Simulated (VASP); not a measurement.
# NaI (Fm-3m) in VASP: a series of runs

One crystal, NaI, is run at these levels: PBE; tasks: relaxation of cell and atoms.

All numbers are computed with VASP 6.6.1; they aren't measurements. Logs are shortened: lines on timing, memory, paths and dates and some standing lists are left out, and cuts for length are marked.

## 1. The crystal as given

The structure is cubic, space group Fm-3m (No. 225). Conventional cell: a = 6.473 Å, b = 6.473 Å, c = 6.473 Å, α = 90.00°, β = 90.00°, γ = 90.00°. Around I (site symmetry m-3m) lie 6 Na at 3.24 Å. Na (site symmetry m-3m) has 6 I at 3.24 Å as nearest neighbours.

## 2. Relaxation of cell and atoms, PBE

The input, INCAR:

```
PREC = Accurate
ENCUT = 580
EDIFF = 1E-7
ISMEAR = -1
SIGMA = 0.05
LREAL = F
LASPH = T
NELM = 80
ALGO = Normal
ISIF = 3
LWAVE = F
LCHARG = F
GGA = PE
IBRION = 2
NSW = 40
EDIFFG = -0.005
```

The input, KPOINTS:

```
regular mesh
0
Gamma
  7 7 7
```

The input, POSCAR:

```
NaI
1.0
    0.0000000000      3.2364000000      3.2364000000
    3.2364000000      0.0000000000      3.2364000000
    3.2364000000      3.2364000000      0.0000000000
I Na
1 1
Direct
    0.5000000000      0.5000000000      0.5000000000
    0.0000000000      0.0000000000      0.0000000000
```

Potentials or basis: VASP PAW PBE potentials, release 64 (I, Na).

Run with:

```
$ cat potpaw_PBE.64/I/POTCAR potpaw_PBE.64/Na/POTCAR > POTCAR
$ mpirun -np 1 vasp_std > vasp.out
```

OUTCAR:

```text
PREC = Accurate
   ENCUT = 580
   EDIFF = 1E-7
   ISMEAR = -1
   LREAL = F
   LASPH = T
   NELM = 80
   ISIF = 3
   GGA = PE
   IBRION = 2
   NSW = 40
   EDIFFG = -0.005

 ion  position               nearest neighbor table
   1  0.500  0.500  0.500-   2 3.24   2 3.24   2 3.24   2 3.24   2 3.24   2 3.24
   2  0.000  0.000  0.000-   1 3.24   1 3.24   1 3.24   1 3.24   1 3.24   1 3.24

  LATTYP: Found a face centered cubic cell.
 ALAT       =     6.4728000000

  Lattice vectors:

 A1 = (   0.0000000000,   3.2364000000,   3.2364000000)
 A2 = (   3.2364000000,   0.0000000000,   3.2364000000)
 A3 = (   3.2364000000,   3.2364000000,   0.0000000000)

Analysis of symmetry for initial positions (statically):
=====================================================================
 Subroutine PRICEL returns:
 Original cell was already a primitive cell.

 Routine SETGRP: Setting up the symmetry group for a
 face centered cubic supercell.

 Subroutine GETGRP returns: Found 48 space group operations
 (whereof 48 operations were pure point group operations)
 out of a pool of 48 trial point group operations.

The static configuration has the point symmetry O_h .

Analysis of symmetry for dynamics (positions and initial velocities):
=====================================================================
 Subroutine PRICEL returns:
 Original cell was already a primitive cell.

 Routine SETGRP: Setting up the symmetry group for a
 face centered cubic supercell.

 Subroutine GETGRP returns: Found 48 space group operations
 (whereof 48 operations were pure point group operations)
 out of a pool of 48 trial point group operations.

The dynamic configuration has the point symmetry O_h .

 Subroutine INISYM returns: Found 48 space group operations
 (whereof 48 operations are pure point group operations),
 and found     1 'primitive' translations

----------------------------------------------------------------------------------------

                                     Primitive cell

  volume of cell :      67.7980

  direct lattice vectors                    reciprocal lattice vectors
     0.000000000  3.236400000  3.236400000    -0.154492646  0.154492646  0.154492646
     3.236400000  0.000000000  3.236400000     0.154492646 -0.154492646  0.154492646
     3.236400000  3.236400000  0.000000000     0.154492646  0.154492646 -0.154492646

  length of vectors
     4.576960773  4.576960773  4.576960773     0.267589113  0.267589113  0.267589113

  position of ions in fractional coordinates (direct lattice)
     0.500000000  0.500000000  0.500000000
     0.000000000  0.000000000  0.000000000

  ion indices of the primitive-cell ions
   primitive index   ion index
                 1           1
                 2           2

----------------------------------------------------------------------------------------

 KPOINTS: regular mesh

Automatic generation of k-mesh.
 Grid dimensions read from file:
 generate k-points for:    7    7    7

 Generating k-lattice:

  Cartesian coordinates                     Fractional coordinates (reciprocal lattice)
    -0.022070378  0.022070378  0.022070378     0.142857143  0.000000000  0.000000000
     0.022070378 -0.022070378  0.022070378     0.000000000  0.142857143  0.000000000
     0.022070378  0.022070378 -0.022070378     0.000000000  0.000000000  0.142857143

  Length of vectors
     0.038227016  0.038227016  0.038227016

  Shift w.r.t. Gamma in fractional coordinates (k-lattice)
     0.000000000  0.000000000  0.000000000

 Subroutine IBZKPT returns following result:
 ===========================================

 Found     20 irreducible k-points:

 Following reciprocal coordinates:
            Coordinates               Weight
  0.000000  0.000000  0.000000      1.000000
  0.142857  0.000000  0.000000      8.000000
  0.285714  0.000000  0.000000      8.000000
  0.428571  0.000000  0.000000      8.000000
  0.142857  0.142857  0.000000      6.000000
  0.285714  0.142857  0.000000     24.000000
[... 12 lines left out ...]
 -0.428571  0.428571  0.142857     24.000000
 -0.285714  0.428571  0.142857     24.000000
   k-points           NKPTS =     20   k-points in BZ     NKDIM =     20   number of bands    NBANDS=      8
   number of dos      NEDOS =    301   number of ions     NIONS =      2
   total plane-waves  NPLWV =  46656
   dimension x,y,z NGX =    36 NGY =   36 NGZ =   36
   dimension x,y,z NGXF=    72 NGYF=   72 NGZF=   72
   ions per type =               1   1
   NGX,Y,Z   is equivalent  to a cutoff of  13.08, 13.08, 13.08 a.u.
   NGXF,Y,Z  is equivalent  to a cutoff of  26.15, 26.15, 26.15 a.u.
 SYSTEM =  unknown system
   PREC   = accura    normal or accurate (medium, high low for compatibility)
   ISTART =      0    job   : 0-new  1-cont  2-samecut
   ICHARG =      2    charge: 1-file 2-atom 10-const
   ISPIN  =      1    spin polarized calculation?
   LNONCOLLINEAR =      F non collinear calculations
   LSORBIT =      F    spin-orbit coupling
   LASPH  =      T    aspherical Exc in radial PAW
   ENCUT  =  580.0 eV  42.63 Ry    6.53 a.u.   8.99  8.99  8.99*2*pi/ulx,y,z
   NELM   =     80;   NELMIN=  2; NELMDL= -5     # of ELM steps
   EDIFF  = 0.1E-06   stopping-criterion for ELM
   LREAL  =      F    real-space projection
   EDIFFG = -.5E-02   stopping-criterion for IOM
   NSW    =     40    number of steps for IOM
   IBRION =      2    ionic relax: 0-MD 1-quasi-New 2-CG
   NFREE  =      1    steps in history (QN), initial steepest desc. (CG)
   ISIF   =      3    stress and relaxation
   ISYM   =      2    0-nonsym 1-usesym 2-fastsym
   POTIM  = 0.5000    time-step for ionic-motion
   TEBEG  =    0.0;   TEEND  =   0.0 temperature during run
   PSTRESS=    0.0 pullay stress
   NELECT =       8.0000    total number of electrons
   NUPDOWN=      -1.0000    fix difference up-down
   EMIN   =  10.00;   EMAX   =-10.00  energy-range for DOS
   EFERMI =   0.00;   METHOD = LEGACY
   ISMEAR =    -1;   SIGMA  =   0.05  broadening in eV -4-tet -1-fermi 0-gaus
   EFERMI_NEDOS =   21; number of points for ismear=-14 and -15
   IALGO  =     38    algorithm
   IMIX   =      4    mixing-type and parameters
     AMIX     =   0.40;   BMIX     =  1.00
     AMIX_MAG =   1.60;   BMIX_MAG =  1.00
  volume/ion in A,a.u.               =      33.90       228.76
  Fermi-wavevector in a.u.,A,eV,Ry     =   0.802970  1.517393  8.772503  0.644761
  Thomas-Fermi vector in A             =   1.910749
   LORBIT       =      0    0 simple, 1 ext, 2 COOP (PROOUT), +10 PAW based schemes
   GGA     = PE    functional components
   LHFCALC =     F    Hartree Fock is set to
   AEXX    =    0.0000 exact exchange contribution
   IVDW    =     0    specifies the selected vdW correction
   LEPSILON=     F    determine dielectric tensor
   LRPA    =     F    only Hartree local field effects (RPA)
 conjugate gradient relaxation of ions
 non-spin polarized calculation
  energy-cutoff  :      580.00
  volume of cell :       67.80
 maximum number of plane-waves:      2170
   NGX = 17   NGY = 17   NGZ = 17

--------------------------------------- Ionic step        1  -------------------------------------------

 number of electron       8.0000000 magnetization

 Free energy of the ion-electron system (eV)
  ---------------------------------------------------
  ext. energy  EPLUGINS =         0.00000000
  ---------------------------------------------------
  free energy    TOTEN  =        -5.40264860 eV

  energy without entropy =       -5.40264860  energy(sigma->0) =       -5.40264860

------------------------ aborting loop because EDIFF is reached ----------------------------------------

  FORCE on cell =-STRESS in cart. coord.  units (eV):
  Direction    XX          YY          ZZ          XY          YZ          ZX
  --------------------------------------------------------------------------------------
  -------------------------------------------------------------------------------------
  Total        0.0960402      0.0960402      0.0960402      0.0000000      0.0000000     -0.0000000
  in kB        2.2695885      2.2695885      2.2695885      0.0000000      0.0000000     -0.0000000
  external PRESSURE =       2.2695885 kB  Pullay stress =       0.0000000 kB

 VOLUME and BASIS-vectors are now :
 -----------------------------------------------------------------------------
  energy-cutoff  :      580.00
  volume of cell :       67.80
      direct lattice vectors                 reciprocal lattice vectors
     0.000000000  3.236400000  3.236400000    -0.154492646  0.154492646  0.154492646
     3.236400000  0.000000000  3.236400000     0.154492646 -0.154492646  0.154492646
     3.236400000  3.236400000  0.000000000     0.154492646  0.154492646 -0.154492646

 POSITION                                       TOTAL-FORCE (eV/Angst)
 -----------------------------------------------------------------------------------
      3.23640      3.23640      3.23640        -0.000000     -0.000000      0.000000
      0.00000      0.00000      0.00000         0.000000      0.000000     -0.000000
 -----------------------------------------------------------------------------------
    total drift:                                0.000000      0.000000      0.000000

  FREE ENERGIE OF THE ION-ELECTRON SYSTEM (eV)
  ---------------------------------------------------
  free  energy   TOTEN  =        -5.4026486047 eV
[... 17 lines left out ...]
 VOLUME and BASIS-vectors are now :
 -----------------------------------------------------------------------------
  energy-cutoff  :      580.00
  volume of cell :       68.27
      direct lattice vectors                 reciprocal lattice vectors
    -0.000000000  3.243897501  3.243897501    -0.154135573  0.154135573  0.154135573
     3.243897501 -0.000000000  3.243897501     0.154135573 -0.154135573  0.154135573
     3.243897501  3.243897501 -0.000000000     0.154135573  0.154135573 -0.154135573

 POSITION                                       TOTAL-FORCE (eV/Angst)
 -----------------------------------------------------------------------------------
      3.24390      3.24390      3.24390        -0.000000     -0.000000      0.000000
     -0.00000      3.24390      3.24390         0.000000      0.000000     -0.000000
 -----------------------------------------------------------------------------------
    total drift:                                0.000000      0.000000      0.000000

  FREE ENERGIE OF THE ION-ELECTRON SYSTEM (eV)
  ---------------------------------------------------
  free  energy   TOTEN  =        -5.4031460527 eV

  energy  without entropy=       -5.4031460526  energy(sigma->0) =       -5.40314605

--------------------------------------- Ionic step        3  -------------------------------------------

 number of electron       8.0000000 magnetization

 Free energy of the ion-electron system (eV)
  ---------------------------------------------------
  ext. energy  EPLUGINS =         0.00000000
  ---------------------------------------------------
  free energy    TOTEN  =        -5.40331226 eV

  energy without entropy =       -5.40331226  energy(sigma->0) =       -5.40331226

 E-fermi :   1.9284     XC(G=0):  -7.5121

 val. band max:        0.8349392844   @ k =   0.0000   0.0000   0.0000
 cond. band min:       4.4277802905   @ k =   0.0000   0.0000   0.0000
 fundamental gap:      3.5928410061
 Fermi energy:         1.9284360775

 k-point     1 :       0.0000    0.0000    0.0000
  band No.  band energies     occupation
      1     -10.1419      2.00000
      2       0.8349      2.00000
      3       0.8349      2.00000
      4       0.8349      2.00000
      5       4.4278      0.00000
      6       8.7644      0.00000
      7       8.7644      0.00000
      8       8.7644      0.00000

 k-point     2 :       0.1429    0.0000    0.0000
  band No.  band energies     occupation
      1     -10.0904      2.00000
      2       0.2746      2.00000
      3       0.7804      2.00000
      4       0.7804      2.00000
      5       5.0642      0.00000
      6       8.3377      0.00000
      7       8.9309      0.00000
      8       8.9309      0.00000

 k-point     3 :       0.2857    0.0000    0.0000
  band No.  band energies     occupation
      1      -9.9694      2.00000
      2      -0.6366      2.00000
      3       0.6646      2.00000
      4       0.6646      2.00000
      5       5.8356      0.00000
      6       8.4524      0.00000
      7       8.6532      0.00000
      8       8.6532      0.00000
[... 198 lines left out ...]
 VOLUME and BASIS-vectors are now :
 -----------------------------------------------------------------------------
  energy-cutoff  :      580.00
  volume of cell :       68.85
      direct lattice vectors                 reciprocal lattice vectors
    -0.000000000  3.252982222  3.252982222    -0.153705113  0.153705113  0.153705113
     3.252982222 -0.000000000  3.252982222     0.153705113 -0.153705113  0.153705113
     3.252982222  3.252982222 -0.000000000     0.153705113  0.153705113 -0.153705113

 POSITION                                       TOTAL-FORCE (eV/Angst)
 -----------------------------------------------------------------------------------
      3.25298      3.25298      3.25298        -0.000000      0.000000     -0.000000
      0.00000      0.00000      0.00000         0.000000     -0.000000      0.000000
 -----------------------------------------------------------------------------------
    total drift:                                0.000000      0.000000      0.000000

  FREE ENERGIE OF THE ION-ELECTRON SYSTEM (eV)
  ---------------------------------------------------
  free  energy   TOTEN  =        -5.4033122629 eV

  energy  without entropy=       -5.4033122628  energy(sigma->0) =       -5.40331226

 reached required accuracy - stopping structural energy minimisation
```

Run time: 16 s. Hardware: 1 thread of Intel Xeon 6975P-C (Granite Rapids), shared host; peak memory 0.22 GiB.

What came out:

- Free energy: -5.4033 eV
- Relaxed volume: 34.42 Å³/atom
- Relaxed cell: a = 4.600 Å, b = 4.600 Å, c = 4.600 Å, α = 60.00°, β = 60.00°, γ = 60.00°
- Space group after relaxing (to 0.05 Å): Fm-3m (No. 225)
- Energy gained by relaxing: 0.3 meV/atom
- Ionic steps: 3
- Pressure after relaxing: 0.0 GPa
- Band gap on the k mesh: 3.59 eV, direct

The path:
| step | energy change (eV) | largest force (eV/Å) | pressure (GPa) | volume (Å³) |
| --- | --- | --- | --- | --- |
| 1 | 0.0000 | 0.0000 | 0.23 | 67.80 |
| 2 | -0.0005 | 0.0000 | 0.11 | 68.27 |
| 3 | -0.0007 | 0.0000 | -0.02 | 68.85 |

Final structure:
```cif
data_structure
_symmetry_space_group_name_H-M 'P 1'
_symmetry_Int_Tables_number 1
_cell_length_a 4.6004
_cell_length_b 4.6004
_cell_length_c 4.6004
_cell_angle_alpha 60.000
_cell_angle_beta 60.000
_cell_angle_gamma 60.000
_cell_volume 68.85
loop_
_atom_site_label
_atom_site_type_symbol
_atom_site_fract_x
_atom_site_fract_y
_atom_site_fract_z
_atom_site_occupancy
I1 I 0.50000 0.50000 0.50000 1
Na1 Na 0.00000 0.00000 0.00000 1
```

Caveat: spin-orbit coupling is left out, which moves the levels of the heavy elements.

## 3. Relaxation of cell and atoms, PBE

The input, INCAR:

```
  ALGO = Normal
  EDIFF = 1E-6
  EDIFFG = -0.01
  ENCUT = 600
  GGA = PE
  IBRION = 2
  ISIF = 3
  ISMEAR = -1
  LASPH = T
  LCHARG = F
  LREAL = F
  LWAVE = F
  NELM = 80
  NSW = 60
  PREC = Accurate
  SIGMA = 0.05
```

The input, KPOINTS:

```
k-points
0
Gamma
  7 7 7
```

POSCAR is that of step 2.

Potentials or basis: VASP PAW PBE potentials, release 64 (I, Na_pv).

Run with:

```
$ cat potpaw_PBE.64/I/POTCAR potpaw_PBE.64/Na_pv/POTCAR > POTCAR
$ mpirun -np 1 vasp_std > vasp.out
```

Wall time 29 s (1 thread of Intel Xeon 6975P-C (Granite Rapids), shared host); peak memory 0.24 GiB.

The run converged. Its results:

| Property | Result |
| --- | --- |
| Free energy | -5.3875 eV |
| Relaxed volume | 34.78 Å³/atom |
| Relaxed cell | a = 4.616 Å, b = 4.616 Å, c = 4.616 Å, α = 60.00°, β = 60.00°, γ = 60.00° |
| Space group after relaxing (to 0.05 Å) | Fm-3m (No. 225) |
| Energy gained by relaxing | 1.2 meV/atom |
| Ionic steps | 3 |
| Pressure after relaxing | 0.0 GPa |
| Band gap on the k mesh | 3.57 eV, direct |

The path:
| step | energy change (eV) | largest force (eV/Å) | pressure (GPa) | volume (Å³) |
| --- | --- | --- | --- | --- |
| 1 | 0.0000 | 0.0000 | 0.44 | 67.80 |
| 2 | -0.0018 | 0.0000 | 0.21 | 68.72 |
| 3 | -0.0024 | 0.0000 | 0.02 | 69.57 |

Final structure:
```cif
data_structure
_symmetry_space_group_name_H-M 'P 1'
_symmetry_Int_Tables_number 1
_cell_length_a 4.6164
_cell_length_b 4.6164
_cell_length_c 4.6164
_cell_angle_alpha 60.000
_cell_angle_beta 60.000
_cell_angle_gamma 60.000
_cell_volume 69.57
loop_
_atom_site_label
_atom_site_type_symbol
_atom_site_fract_x
_atom_site_fract_y
_atom_site_fract_z
_atom_site_occupancy
I1 I 0.50000 0.50000 0.50000 1
Na1 Na 0.00000 0.00000 0.00000 1
```

Levels at points of the mesh, in eV from the valence-band top:
```tsv
k point	band 5	band 6	band 7	band 8	band 9	band 10
(0.00, 0.00, 0.00)	0.00	0.00	0.00	3.57	7.93	7.93
```

Caveat: spin-orbit coupling is left out, which moves the levels of the heavy elements. Zero-point motion and thermal expansion aren't in these numbers.

## 4. For comparison

An earlier run on the cell as given: functional PBE; potentials or basis VASP PAW PBE potentials, release 64 (I, Na_pv); cutoff 520 eV; k mesh 7 × 7 × 7; occupations fermi-dirac, width 0.05 eV; no spin polarisation.

* Pressure: 0.4 GPa
* Band gap on the k mesh: 3.64 eV, direct

## 5. Summary

```csv
task,potentials or basis,cell,cutoff (eV),gap on the mesh (eV),pressure (GPa),relaxed volume (Å³/atom)
relaxation of cell and atoms,"VASP PAW PBE potentials, release 64 (I, Na)",relaxed,580,3.59,0.0,34.42
relaxation of cell and atoms,"VASP PAW PBE potentials, release 64 (I, Na_pv)",relaxed,600,3.57,0.0,34.78
single point,"VASP PAW PBE potentials, release 64 (I, Na_pv)",as given,520,3.64,0.4,-
```

Alike in all rows: level PBE; no spin polarisation; k mesh 7 × 7 × 7; smearing fermi-dirac 0.05 eV.

Caveats: spin-orbit coupling is left out, which moves the levels of the heavy elements.

Absolute energies hang on the potentials; compare differences alone.
